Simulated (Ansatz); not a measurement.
Method: Ansatz, DFT PBE, scalar-relativistic, plane waves, PAW. All cells share a 420 eV cutoff and Γ-centred k meshes spaced at most about 0.3 Å⁻¹ (about 0.25 or finer for metals, 2π included). Spin is collinear.

Each guess is relaxed in cell and atoms at zero pressure, on a coarse mesh first where it starts far from rest and then on a converged one. The steps can't lower the symmetry of the start, but it can rise. Energies are static (0 K, no zero-point motion).

Two unrelaxed guesses for Cu₂Ni₃:

A. (collinear spin from parallel moments)

Space group P-3m1 (No. 164). a = 2.530 Å, b = 2.530 Å, c = 20.094 Å, α = 90.00°, β = 90.00°, γ = 120.00°
| atom | site | symmetry | x | y | z |
| --- | --- | --- | --- | --- | --- |
| Cu | 2d | 3m. | 0.3333 | 0.6667 | 0.0500 |
| Cu | 2d | 3m. | 0.3333 | 0.6667 | 0.6500 |
| Ni | 2d | 3m. | 0.3333 | 0.6667 | 0.8500 |
| Ni | 2d | 3m. | 0.3333 | 0.6667 | 0.2500 |
| Ni | 2d | 3m. | 0.3333 | 0.6667 | 0.4500 |

B. (collinear spin from parallel moments)

Space group R-3m:H (No. 166). a = 2.507 Å, b = 2.507 Å, c = 30.702 Å, α = 90.00°, β = 90.00°, γ = 120.00°
```json
{"atom": "Cu", "site": "6c", "symmetry": "3m", "x": "0.0000", "y": "0.0000", "z": "0.1000"}
{"atom": "Ni", "site": "6c", "symmetry": "3m", "x": "0.6667", "y": "0.3333", "z": "0.0333"}
{"atom": "Ni", "site": "3b", "symmetry": "-3m", "x": "0.3333", "y": "0.6667", "z": "0.1667"}
```

Question: Where do they end, and which end is lower?

Answer: B ends lower, by 16 meV/atom. A: P-3m1 at 11.1 Å³/atom → P-3m1 at 11.3 Å³/atom; B: R-3m at 11.1 Å³/atom → R-3m at 11.2 Å³/atom. Counting all near atoms (those within 1.25 times the shortest distance at each site), the end of A and the end of B both have Cu 12, Ni 12. End of A. Conventional cell: a = 2.506 Å, c = 20.761 Å. Around Cu on its first site lie 9 Cu at 2.51–2.58 Å and 3 Ni at 2.55 Å; around Cu on its second site lie 6 Cu at 2.51 Å and 6 Ni at 2.55 Å; around Ni on its first site lie 9 Ni at 2.48–2.51 Å and 3 Cu at 2.55 Å; 2 more sites not described. End of B. Conventional cell: a = 2.509 Å, c = 30.942 Å. Around Cu lie 6 Cu at 2.51 Å and 6 Ni at 2.53–2.54 Å; Ni on a site of symmetry 3m has 9 Ni at 2.47–2.51 Å and 3 Cu at 2.54 Å; Ni on a site of symmetry -3m is surrounded by 6 Ni at 2.51 Å and 6 Cu at 2.53 Å.

Ends held by symmetry can be saddle points. Neither end is the lowest form computed: that has Cu and Ni ordered on fcc sites, space group R-3m (No. 166) and lies 8 meV/atom below the better end. For metals, differences of a few meV/atom aren't resolved. Another magnetic order may lie lower. Some types were kept out of the candidates beforehand, so the set may lack a known form.
